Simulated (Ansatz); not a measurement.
# Two Ansatz runs on Sc

The cell is COD entry 9008483, as deposited and not checked against the literature; nothing was relaxed. The listed cell was then made from it by scaling, straining or moving an atom.

First run: DFT, PBE, all-electron LAPW, scalar-relativistic (Ansatz 0.2.0).

Command: `ansatz run input.yaml --threads 1 --pin off --max-ram 2048MiB --backend cpu --events-out ev --progress --plain --runs-dir out` The run took 10 s on 1 thread of Arm Neoverse V1 (shared host), peak memory 0.3 GiB.

```yaml
crystal:
  lattice:
    - [0.0, 2.2877227499, 2.2364425]
    - [2.2877227499, 0.0, 2.2364425]
    - [2.2877227499, 2.2877227499, 0.0]
  atoms:
    - { symbol: Sc, position: [0.0, 0.0, 0.0] }
kpoints:
  mp_grid: { grid: [12, 12, 12] }
scf:
  occupations: { method: fermi_dirac, width: 0.03 }
hamiltonian:
  xc: pbe
  pseudopotentials: { kind: all_electron, lapw: { basis_error: 0.00025 } }
output:
  forces: true
  stress: true
  eigenvalues: true
```

Result: converged; pressure 2.94 GPa; 6 SCF iterations.

Spin polarisation is left out, and whether a magnetic state lies lower isn't shown here.

The input is then changed:

```diff
@@ -13,4 +13,5 @@
   xc: pbe
   pseudopotentials: { kind: all_electron, lapw: { basis_error: 0.00025 } }
+  dispersion: d4
 output:
   forces: true
```

Problem. Predict the outcome of the changed run.

Solution. It converged; pressure 1.07 GPa; 6 SCF iterations.

The results part of its log:

```
SCF 1 converged in 6 iterations: F = -20795.777387 eV  dr2 = 1.16e-10
SCF converged after 6 iterations
Free energy (F): -20795.777387 eV
Harris-Foulkes:  -20795.777387 eV  (|F-HF|=7.64e-11)
Internal energy: -20795.772340 eV  (E = F + TS)
E sigma→0 (E₀):  -20795.774863 eV
Entropy (-TS):   -0.005047 eV (-5.047 meV/atom)
Fermi energy:    10.248830 eV
--- Per-component energies (eV) ---
  E_band       = -157.132651
  E_kinetic    = 20977.860180
  E_xc         = -1063.865734
  E_electrostatic = -40709.486484  (all electrons and nuclei)
  E_disp       = -0.280302  (pairwise vdW)
  E_smearing   = -0.005047  (= −TS)
  E_closure    = 0.000000  (closes the sum)
  E_atoms      = -20790.993794  (free atoms, spherical and without spin; not in F)
  Σ components = -20795.777387   (vs F -20795.777387, Δ=0.00e0)
  Basis errors (estimates in eV, not in F): energy 2.1e-5 per atom: plane waves 1.6e-5 (8.2e-6 summed), levels above the bands 8.4e-99, relativity 2.4e-9, radial functions 5.4e-6, core shells 7.1e-9; eigenvalues (radial functions only) 2.9e-7; not estimated: angular momenta, meshes, grids; target (lapw.basis_error) 2.5e-4; muffin-tin radii Sc 1.600 Å
--- Forces (eV/Å), atoms counted from 1 ---
  atom   1  Sc     0.00000000     0.00000000     0.00000000
  max |Σ_I F_I| component: 1.23e-32 eV/Å
--- Stress (GPa, compression-positive) ---
        0.845117       0.000000       0.000000
        0.000000       0.845117       0.000000
        0.000000       0.000000       1.530264
  P = ⅓ Tr σ = 1.0735 GPa (10.735 kbar)
--- Band table (eV; the first three rows and the last of 163) ---
  k-point 0: bands = ["-39.0573", "-17.4378", "-17.4378", "-17.4371", "4.9687", "11.8507", "11.8507", "11.9985", "13.2809", "13.4571"]
  k-point 1: bands = ["-39.0524", "-17.4701", "-17.4424", "-17.4410", "5.1520", "11.7464", "11.9175", "12.0320", "13.2380", "13.4038"]
  k-point 2: bands = ["-39.0390", "-17.5583", "-17.4550", "-17.4509", "5.6789", "11.4107", "12.0436", "12.1622", "13.2019", "13.3265"]
  k-point 162: bands = ["-38.9552", "-17.8779", "-17.6154", "-17.6154", "8.6395", "9.5136", "12.5763", "14.3192", "14.5799", "14.5799"]
```
